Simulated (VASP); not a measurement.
**SnTe: relaxation of cell and atoms with r2SCAN**

Crystal: SnTe.

```
Sn Te
1.0
     0.00000    3.15085    3.15085
     3.15085    0.00000    3.15085
     3.15085    3.15085    0.00000
Sn Te
1 1
Direct
  0.00000 0.00000 0.00000
  0.50000 0.50000 0.50000
```

```yaml
Program: VASP 6.6.1
Task: relaxation of cell and atoms
Functional: r2SCAN
Potentials_or_basis: VASP PAW PBE potentials, release 64 (Sn_d, Te)
Cutoff: 520 eV
k_mesh: 8 × 8 × 8
Occupations: gaussian, width 0.02 eV
Spin: no spin polarisation
Further_INCAR_settings: ALGO = Normal; EDIFF = 1e-07; IBRION = 2; EDIFFG = -0.002; NSW = 80; ISIF = 3
```

```
Relaxed volume                         : 32.37 Å³/atom
Relaxed cell                           : a = 4.507 Å, b = 4.507 Å, c = 4.507 Å, α = 60.00°, β = 60.00°, γ = 60.00°
Space group after relaxing (to 0.05 Å) : Fm-3m (No. 225)
Energy gained by relaxing              : 5.4 meV/atom
Ionic steps                            : 3
Pressure after relaxing                : 0.0 GPa
Band gap on the k mesh                 : 0.14 eV, direct
```

Step by step:
| step | energy change (eV) | largest force (eV/Å) | pressure (GPa) | volume (Å³) |
| --- | --- | --- | --- | --- |
| 1 | 0.0000 | 0.0000 | 1.63 | 62.56 |
| 2 | -0.0096 | 0.0000 | -0.50 | 65.49 |
| 3 | -0.0108 | 0.0000 | 0.00 | 64.74 |

Final structure:
```cif
data_structure
_symmetry_space_group_name_H-M 'P 1'
_symmetry_Int_Tables_number 1
_cell_length_a 4.5071
_cell_length_b 4.5071
_cell_length_c 4.5071
_cell_angle_alpha 60.000
_cell_angle_beta 60.000
_cell_angle_gamma 60.000
_cell_volume 64.74
loop_
_atom_site_label
_atom_site_type_symbol
_atom_site_fract_x
_atom_site_fract_y
_atom_site_fract_z
_atom_site_occupancy
Sn1 Sn 0.00000 0.00000 0.00000 1
Te1 Te 0.50000 0.50000 0.50000 1
```

Levels at points of the mesh, in eV from the valence-band top:
```tsv
k point	band 7	band 8	band 9	band 10	band 11	band 12	band 13	band 14
(0.00, 0.00, 0.00)	-4.88	-2.39	-2.39	-2.39	3.36	3.36	3.36	5.03
(0.50, 0.00, 0.00)	-8.62	-2.03	-2.03	0.00	0.14	0.33	0.33	8.13
(0.50, 0.50, 0.00)	-6.74	-5.73	-3.95	-3.95	2.45	4.94	4.94	6.45
```

Wall time 2.8 min on 1 thread of Intel(R) Xeon(R) 6975P-C (Granite Rapids), on a shared host, peak memory 0.24 GiB.

Caveat: the PAW data sets were made with another functional, which shifts forces and pressure a little; spin-orbit coupling is left out, which moves the levels of the heavy elements. A k mesh can miss the band edges.
